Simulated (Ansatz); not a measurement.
**TePb under changes of volume**

One of the cells (32.055 Å³/atom); the others are scaled copies at fixed shape and fractional positions:

```
Pb Te
1.0
     4.00229    0.00000    0.00000
     0.00000    4.00229    0.00000
     0.00000    0.00000    4.00229
Pb Te
1 1
Direct
  0.00000 0.00000 0.00000
  0.50000 0.50000 0.50000
```

Measurements of this composition are mostly on another form, of space group No. 225.

| Item | Value |
| --- | --- |
| Program | Ansatz 0.2.0 |
| Functional | r2SCAN0 |
| Potentials or basis | Ansatz PAW |
| Cutoff | 500 eV (not typed: the program's choice for these potentials) |
| k mesh | 4 × 4 × 4 |
| Occupations | fermi-dirac, width 0.05 eV |
| Spin | no spin polarisation |

```csv
volume (Å³/atom),energy over the lowest point (meV/atom),pressure (GPa)
30.132,?,?
30.773,4.61,1.7
31.414,0.23,0.6
32.055,0.00,-0.4
32.696,3.51,-1.3
33.337,10.35,-2.1
33.978,20.18,-2.8
```

Question: What does the run at 30.132 Å³/atom give?

Answer: Energy over the lowest point 13.67 meV/atom; pressure 2.9 GPa.

Worked out: A Birch-Murnaghan fit of order 3 (a polynomial in V^(-2/3)) to the other rows has its minimum at 31.77 Å³/atom with B0 = V·E''(V) = 48 GPa and B' = 4.5. It gives 13.65 meV/atom at 30.132 Å³/atom, against the run's 13.67, and -dE/dV = 2.9 GPa, against 2.9.

Energies are extrapolated to zero smearing.

Caveats: all runs use coarse meshes; the PAW data sets come from PBE, with cores solved anew for the run's functional, which leaves a small shift of forces and pressure; the thresholds are loose for stress.
